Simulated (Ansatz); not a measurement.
# H2O on Zn(0001): dissociation, with H14 leaving for a neighbouring site, part 3 of 3

How high is the barrier for the dissociation, with H14 leaving for a neighbouring site? Relax the two ends, then run a nudged elastic band between them. The slab cell is 2×2, 3 layers thick, and the adsorbate is set down on it by hand.

Ansatz 0.2.0; DFT PBE+D3(BJ), plane waves, PAW, scalar-relativistic, no spin polarisation. Earlier steps stand in the parts before.

## (8) What the band shows

The 7 inner images lie between the fixed ends 0 and 8. Energy is taken from image 0, and the path length is the program's own coordinate along the band.

| image | path (Å) | energy (eV) | O13–H14 (Å) | H14 x y z (Å) | band force (eV/Å) |
| --- | --- | --- | --- | --- | --- |
| 0 | 0.000 | 0.0000 | 0.97 | 5.10 2.51 8.45 | - |
| 1 | 1.477 | 0.0002 | 0.97 | 4.93 1.53 8.38 | 0.009 |
| 2 | 2.955 | 0.0341 | 0.97 | 5.59 1.37 8.22 | 0.017 |
| 3 | 4.433 | 0.0268 | 0.97 | 5.64 1.25 8.34 | 0.018 |
| 4 | 5.911 | 0.0368 | 0.98 | 5.41 1.34 7.96 | 0.002 |
| 5* | 7.388 | 1.5176 | 1.44 | 5.32 0.87 7.14 | 0.001 |
| 6 | 10.746 | 0.9316 | 2.97 | 3.86 0.84 6.79 | 0.002 |
| 7 | 14.103 | 1.1454 | 2.80 | 1.97 1.93 6.98 | 0.047 |
| 8 | 17.461 | 0.8588 | 2.95 | 2.50 1.64 6.73 | - |

The star marks the climbing image.

image, energy (eV) and a bar:
```
        0      0.000 
        1      0.000 
        2      0.034 #
        3      0.027 #
        4      0.037 #
        5      1.518 ##############################
        6      0.932 ##################
        7      1.145 #######################
        8      0.859 #################
```

How the highest energy settled:

| iteration | highest image above image 0 (eV) | largest band force (eV/Å) |
| --- | --- | --- |
| 1 | 3.0752 | 4.224 |
| 5 | 2.0154 | 1.085 |
| 9 | 1.2084 | 0.463 |
| 13 | 1.1164 | 0.770 |
| 17 | 1.1045 | 0.061 |
| 21 | 1.8536 | 0.442 |
| 25 | 1.6692 | 0.187 |
| 29 | 1.5502 | 0.199 |
| 33 | 1.5216 | 0.170 |
| 37 | 1.5177 | 0.406 |
| 41 | 1.5176 | 0.296 |
| 45 | 1.5176 | 0.166 |
| 47 | 1.5176 | 0.047 |

Positions of all images (Å):

```xyz
15
Lattice="5.320 0.000 0.000 2.660 4.607 0.000 0.000 0.000 17.937" Properties=species:S:1:pos:R:3 pbc="T T T" image=0 dE=0.0000
Zn    0.000    0.000    1.000
Zn    2.660    0.000    1.000
Zn    1.330    2.304    1.000
Zn    3.990    2.304    1.000
Zn   -0.004    1.538    3.358
Zn    2.662    1.538    3.354
Zn    1.330    3.840    3.339
Zn    3.990    3.834    3.361
Zn   -0.001    0.001    5.663
Zn    2.661    0.001    5.659
Zn    1.332    2.304    5.660
Zn    3.982    2.293    5.852
O     4.129    2.531    8.448
H     5.103    2.506    8.455
H     3.927    3.483    8.384
15
Lattice="5.320 0.000 0.000 2.660 4.607 0.000 0.000 0.000 17.937" Properties=species:S:1:pos:R:3 pbc="T T T" image=1 dE=0.0002
Zn    0.000    0.000    1.000
Zn    2.660    0.000    1.000
Zn    1.330    2.304    1.000
Zn    3.990    2.304    1.000
Zn   -0.002    1.538    3.362
Zn    2.667    1.535    3.354
Zn    1.334    3.838    3.340
Zn    3.994    3.833    3.358
Zn    0.007   -0.003    5.664
Zn    2.668   -0.001    5.665
Zn    1.338    2.302    5.661
Zn    3.984    2.303    5.857
O     4.304    2.270    8.456
H     4.934    1.530    8.381
H     4.881    3.056    8.455
15
Lattice="5.320 0.000 0.000 2.660 4.607 0.000 0.000 0.000 17.937" Properties=species:S:1:pos:R:3 pbc="T T T" image=2 dE=0.0341
Zn    0.000    0.000    1.000
Zn    2.660    0.000    1.000
Zn    1.330    2.304    1.000
Zn    3.990    2.304    1.000
Zn    0.008    1.533    3.352
Zn    2.675    1.528    3.350
Zn    1.343    3.833    3.342
Zn    4.004    3.830    3.351
Zn    0.023   -0.014    5.661
Zn    2.684   -0.008    5.700
Zn    1.358    2.296    5.661
Zn    4.014    2.295    5.780
O     4.966    1.883    8.761
H     5.587    1.366    8.216
H     5.511    2.611    9.101
15
Lattice="5.320 0.000 0.000 2.660 4.607 0.000 0.000 0.000 17.937" Properties=species:S:1:pos:R:3 pbc="T T T" image=3 dE=0.0268
Zn    0.000    0.000    1.000
Zn    2.660    0.000    1.000
Zn    1.330    2.304    1.000
Zn    3.990    2.304    1.000
Zn    0.007    1.532    3.364
Zn    2.662    1.528    3.367
Zn    1.333    3.830    3.361
Zn    3.995    3.831    3.356
Zn    0.007   -0.016    5.676
Zn    2.667   -0.013    5.712
Zn    1.343    2.294    5.804
Zn    3.998    2.291    5.707
O     6.345    1.726    8.817
H     5.644    1.247    8.341
H     5.866    2.430    9.286
15
Lattice="5.320 0.000 0.000 2.660 4.607 0.000 0.000 0.000 17.937" Properties=species:S:1:pos:R:3 pbc="T T T" image=4 dE=0.0368
Zn    0.000    0.000    1.000
Zn    2.660    0.000    1.000
Zn    1.330    2.304    1.000
Zn    3.990    2.304    1.000
Zn   -0.012    1.536    3.344
Zn    2.636    1.530    3.319
Zn    1.308    3.829    3.329
Zn    3.968    3.835    3.308
Zn   -0.040   -0.017    5.600
Zn    2.620    0.001    5.625
Zn    1.302    2.305    5.789
Zn    3.940    2.299    5.594
O     5.977    2.085    8.257
H     5.414    1.343    7.957
H     5.352    2.830    8.322
15
Lattice="5.320 0.000 0.000 2.660 4.607 0.000 0.000 0.000 17.937" Properties=species:S:1:pos:R:3 pbc="T T T" image=5 dE=1.5176
Zn    0.000    0.000    1.000
Zn    2.660    0.000    1.000
Zn    1.330    2.304    1.000
Zn    3.990    2.304    1.000
Zn    0.000    1.535    3.447
Zn    2.660    1.538    3.254
Zn    1.342    3.831    3.356
Zn    3.978    3.831    3.356
Zn    0.000   -0.050    5.675
Zn    2.660    0.074    5.528
Zn    1.379    2.347    5.746
Zn    3.941    2.347    5.746
O     5.320    2.293    7.410
H     5.320    0.874    7.136
H     5.320    2.828    8.235
15
Lattice="5.320 0.000 0.000 2.660 4.607 0.000 0.000 0.000 17.937" Properties=species:S:1:pos:R:3 pbc="T T T" image=6 dE=0.9316
Zn    0.000    0.000    1.000
Zn    2.660    0.000    1.000
Zn    1.330    2.304    1.000
Zn    3.990    2.304    1.000
Zn   -0.124    1.602    3.322
Zn    2.595    1.576    3.443
Zn    1.212    3.917    3.324
Zn    3.899    3.894    3.364
Zn   -0.322    0.190    5.550
Zn    2.299    0.220    6.124
Zn    1.075    2.453    5.502
Zn    3.617    2.514    6.149
O     4.308    3.676    7.677
H     3.857    0.841    6.789
H     3.565    4.116    8.132
15
Lattice="5.320 0.000 0.000 2.660 4.607 0.000 0.000 0.000 17.937" Properties=species:S:1:pos:R:3 pbc="T T T" image=7 dE=1.1454
Zn    0.000    0.000    1.000
Zn    2.660    0.000    1.000
Zn    1.330    2.304    1.000
Zn    3.990    2.304    1.000
Zn    0.009    1.561    3.296
Zn    2.640    1.549    3.392
Zn    1.314    3.822    3.295
Zn    3.939    3.870    3.468
Zn   -1.276    0.738    5.462
Zn    1.283    0.841    5.844
Zn    0.000    3.074    5.647
Zn    2.573    3.079    5.853
O     4.055    3.801    7.176
H     1.968    1.932    6.984
H     4.037    3.813    8.152
15
Lattice="5.320 0.000 0.000 2.660 4.607 0.000 0.000 0.000 17.937" Properties=species:S:1:pos:R:3 pbc="T T T" image=8 dE=0.8588
Zn    0.000    0.000    1.000
Zn    2.660    0.000    1.000
Zn    1.330    2.304    1.000
Zn    3.990    2.304    1.000
Zn   -0.016    1.550    3.299
Zn    2.678    1.524    3.373
Zn    1.310    3.843    3.305
Zn    4.008    3.826    3.513
Zn   -0.072    0.040    5.516
Zn    2.713   -0.040    6.052
Zn    1.317    2.313    5.552
Zn    4.072    2.248    6.124
O     4.645    3.484    7.627
H     2.497    1.636    6.732
H     3.893    3.917    8.074
```

## (9) Another band, settings changed

crystal.atoms is end A as relaxed above, and neb.final_atoms is end B. With 2 inner images the band has 4 in all.

input.yaml reads:

```yaml
crystal:
  lattice:
    - [5.32, 0.0, 0.0]
    - [2.66, 4.607255, 0.0]
    - [0.0, 0.0, 17.93696]
  atoms:
    - { symbol: Zn, position: [0.0, 0.0, 0.0557508] }
    - { symbol: Zn, position: [0.5, 0.0, 0.0557508] }
    - { symbol: Zn, position: [0.0, 0.5, 0.0557508] }
    - { symbol: Zn, position: [0.5, 0.5, 0.0557508] }
    - { symbol: Zn, position: [-0.167763, 0.33386506, 0.18720436] }
    - { symbol: Zn, position: [0.33346977, 0.33380963, 0.18700079] }
    - { symbol: Zn, position: [-0.16675306, 0.833546, 0.18612863] }
    - { symbol: Zn, position: [0.33400305, 0.83207013, 0.18736902] }
    - { symbol: Zn, position: [-0.00026125, 0.00027687, 0.31573103] }
    - { symbol: Zn, position: [0.5000013, 0.00026551, 0.31549167] }
    - { symbol: Zn, position: [0.00023603, 0.5001627, 0.31555722] }
    - { symbol: Zn, position: [0.49979588, 0.49758563, 0.32623632] }
    - { symbol: O, position: [0.50143995, 0.54938152, 0.47099586] }
    - { symbol: H, position: [0.68714845, 0.54400491, 0.47136717] }
    - { symbol: H, position: [0.36027347, 0.75594659, 0.46741724] }
basis:
  ecutwfc: 420.0
kpoints:
  mp_grid: { grid: [5, 5, 1] }
hamiltonian:
  xc: pbe
  dispersion: d3bj
scf:
  occupations: { method: gaussian, width: 0.05 }
  lower_state_search: "off"
  max_iter: 67
neb:
  images: 2
  f_tol: 0.05
  max_iterations: 50
  order_check: false
  constraints: [{ sites: [0, 1, 2, 3] }]
  final_atoms:
    - { symbol: Zn, position: [0.0, 0.0, 0.05575081] }
    - { symbol: Zn, position: [0.5, 0.0, 0.05575081] }
    - { symbol: Zn, position: [-1.0e-08, 0.50000002, 0.05575081] }
    - { symbol: Zn, position: [0.49999999, 0.50000002, 0.05575081] }
    - { symbol: Zn, position: [-0.17114931, 0.33646963, 0.18391631] }
    - { symbol: Zn, position: [0.33790297, 0.33084123, 0.18803694] }
    - { symbol: Zn, position: [-0.17077018, 0.83411764, 0.18422968] }
    - { symbol: Zn, position: [0.33823315, 0.83041811, 0.19587868] }
    - { symbol: Zn, position: [-0.01783956, 0.00863674, 0.3075125] }
    - { symbol: Zn, position: [0.51436408, -0.0087806, 0.33741499] }
    - { symbol: Zn, position: [-0.00354145, 0.50211645, 0.30955438] }
    - { symbol: Zn, position: [0.52148411, 0.48786909, 0.34142546] }
    - { symbol: O, position: [0.49508433, 0.75617299, 0.4251966] }
    - { symbol: H, position: [0.29187399, 0.35509659, 0.3753027] }
    - { symbol: H, position: [0.30676478, 0.85014104, 0.45011956] }
```

On the command line:

```sh
ansatz run input.yaml --threads 4 --pin off --max-ram 10240MiB --backend cpu --events-out ev --progress --plain --runs-dir out
```

Output, shortened:

```text
Warning: neb: disabling space-group detection — the band's intermediate images generally break the endpoint symmetry, so no spatial operation reduces the k-mesh or symmetrises the density, except that a semilocal band can use its path's symmetry ahead of convergence; time reversal is [...]
Warning: RAYON_NUM_THREADS=4 ignored (pool sized by the plan → 4); use --threads N
[...]
Pseudopotentials: kind: paw
Pseudopotential: Zn, paw, valence charge 12, recommended cutoff 420 eV (normal), Zn.paw.azcp
Pseudopotential: O, paw, valence charge 6, recommended cutoff 420 eV (normal), O.paw.azcp
[...]
NEB end point (image 0): max|allowed force component| = 2.492e-2 eV/Å (the criterion of neb.relax_end_points is 1.000e-2)
[...]
NEB end point (image 3): max|allowed force component| = 2.595e-2 eV/Å (the criterion of neb.relax_end_points is 1.000e-2)
NEB image 1
[...]
NEB image 2
[...]
NEB iter   1: max|band force component| = 2.706e1 eV/Å  barrier→ = 4.8438 eV  barrier← = 3.9850 eV  Δτ_max = 0.1951 Å  (42 SCF iters)
[...]
NEB iter   6: max|band force component| = 1.047e0 eV/Å  barrier→ = 1.2472 eV  barrier← = 0.3884 eV  Δτ_max = 0.1009 Å  (19 SCF iters)
[...]
NEB iter   7: max|band force component| = 6.057e-1 eV/Å  barrier→ = 1.2078 eV  barrier← = 0.3490 eV  Δτ_max = 0.1024 Å  (17 SCF iters)
NEB image 1
[...]
NEB image 2
[...]
```

## (10) The log goes on: band between the two ends

Output, continued, shortened:

```text
NEB iter   8: max|band force component| = 1.875e-1 eV/Å  barrier→ = 1.1701 eV  barrier← = 0.3114 eV  CI = image 2  Δτ_max = 0.1925 Å  (17 SCF iters)
[...]
NEB iter  10: max|band force component| = 1.281e-1 eV/Å  barrier→ = 1.1523 eV  barrier← = 0.2935 eV  CI = image 2  Δτ_max = 0.2000 Å  (19 SCF iters)
[...]
    - { symbol: Zn, position: [-0.004526174658466553, 0.5027444757621672, 0.3085954996746609] }
    - { symbol: Zn, position: [0.5024363231476896, 0.4989870003671673, 0.3381211659430834] }
    - { symbol: O, position: [0.5258230399995352, 0.7355785973670687, 0.4251662311414278] }
    - { symbol: H, position: [0.5131603247516473, 0.2455480087294808, 0.3959618697295921] }
    - { symbol: H, position: [0.34942301600955233, 0.8228059770544852, 0.455125829927851] }
```

It took 2.8 min on 4 threads of AMD EPYC 9R45 (Zen 5), shared host; peak memory 2.1 GiB.

## (11) What the band shows

Images 0 and 3 are the ends. Energies count from image 0; the path length is the program's own measure over all atoms.

| image | path (Å) | energy (eV) | O13–H14 (Å) | H14 x y z (Å) | band force (eV/Å) |
| --- | --- | --- | --- | --- | --- |
| 0 | 0.000 | 0.0000 | 0.97 | 5.10 2.51 8.45 | - |
| 1 | 1.811 | 0.0828 | 0.98 | 3.54 1.86 8.04 | 0.032 |
| 2* | 3.635 | 1.1048 | 2.69 | 3.38 1.13 7.10 | 0.020 |
| 3 | 4.779 | 0.8588 | 2.95 | 2.50 1.64 6.73 | - |

The star marks the climbing image.

image, energy (eV) and a bar:
```
        0      0.000 
        1      0.083 ##
        2      1.105 ##############################
        3      0.859 #######################
```

## (12) What came out

The summary covers parts 1 to 3.

| quantity | value |
| --- | --- |
| end A | 15 moves, 3.156 eV lower |
| end B | 9 moves, 1.844 eV lower |
| first band: barrier forwards | 1.52 eV |
| first band: barrier backwards | 0.66 eV |
| first band: second end relative to first | +0.859 eV |
| first band: highest image | 5 of 0 to 8, climbing |
| first band: band iterations | 47 |
| first band: lowest curvatures at the top | -4.54 and 0.09 eV/Å² |
| second band | top 1.105 eV above image 0, 17 iterations, 2 inner images |
| time, first and second band | 39 min and 2.8 min |

**Reading.** The bond meant to break goes from 0.97 to 2.95 Å, so the piece did come off. In the first band: the top lies 1.52 eV above the first end, or 59 kT at room temperature. Going back costs 0.66 eV, since the second end is 0.86 eV above the first. Image 6 sits in a dip between two rises: the path passes through another minimum, and each half would need a band of its own. The test of curvatures at the top gave "unresolved", so the point may be no simple saddle. The second band's top lies 413 meV below the first's. As for the second band: so few images can miss the top or cut a corner of the path. A cell of 15 atoms lets the moving atom feel its images, and convergence in size and mesh was not shown.
